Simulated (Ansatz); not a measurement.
Relaxed free-standing sheet of Te2Mo:

```
CELL_PARAMETERS angstrom
3.50389 0.00000 0.00000
-1.75195 3.03446 0.00000
0.00000 0.00000 33.27021
ATOMIC_POSITIONS crystal
Te 0.33333 0.66667 0.44539
Mo 0.66667 0.33333 0.50000
Te 0.33333 0.66667 0.55461
```

All numbers below come from DFT PBE+D3(BJ), scalar-relativistic, plane waves, PAW (Ansatz 0.2.0). Settings: cutoff 420 eV, Γ-centred mesh 12×12×1 on the computed 3-atom cell, Gaussian smearing of 0.02 eV; no spin polarisation. No periodic images along c.

* Band gap on the sampled k points: 1.19 eV
* Least direct gap: 1.19 eV (the gap is direct)
* Ionisation potential from the Kohn-Sham band edge: 4.83 eV
* Electron affinity from the Kohn-Sham band edge: 3.64 eV
* Bader charges (e): Te1 -0.30, Mo2 0.60, Te3 -0.30

Spin-orbit coupling is left out, which matters for the bands of heavy elements.

Cost: 1 run of about 2.4 core-minutes, on Intel Xeon Platinum 8175M (Skylake/Cascade Lake) (shared hosts).